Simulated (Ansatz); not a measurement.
**FeCo$_{3}$: how the energy converges with the cutoff**

FeCo$_{3}$, P1, a = 2.466 Å, b = 2.460 Å, c = 6.977 Å, α, β, γ = 89.8°, 90.3°, 89.0°. Ansatz: PBEsol, PAW, cutoff varied, Γ-centred 12×12×4 mesh on 4 atoms, Gaussian smearing 0.10 eV; collinear spin, largest moment 2.3 μB. Single points at one geometry with displaced atoms, the cutoff alone changed; ΔE is the energy at zero smearing over the run at 600 eV. The runs up to 350 eV lie under the cutoff recommended for these PAW datasets.

| cutoff (eV) | ΔE (meV/atom) |
| --- | --- |
| 200 | 20360.68 |
| 250 | 4027.40 |
| 300 | 551.05 |
| 350 | 49.52 |
| 420 | ? |

Q: Assume ΔE falls exponentially with the cutoff, fit y = ln ΔE against x, the cutoff in eV, to the other rows, and predict the missing value.

A: y = 9.921, 8.301, 6.312, 3.902. Means x = 275.0, y = 7.1090; Σ(Δx)² = 12500, ΣΔxΔy = -501.1; the slope is their ratio. y = 18.13 − 0.04009 x, a factor of ten per 57 eV. At 420 eV this gives ΔE = 3.64 meV/atom. The run gave 2.91, a ratio of 1.25. Between neighbouring rows the decay runs from a factor of ten per 48 eV to one per 71 eV, so one exponential is only a rough guide.

Cost: 6 runs of about 9.5 core-minutes in all, on Intel Xeon 6975P-C (Granite Rapids) (shared hosts).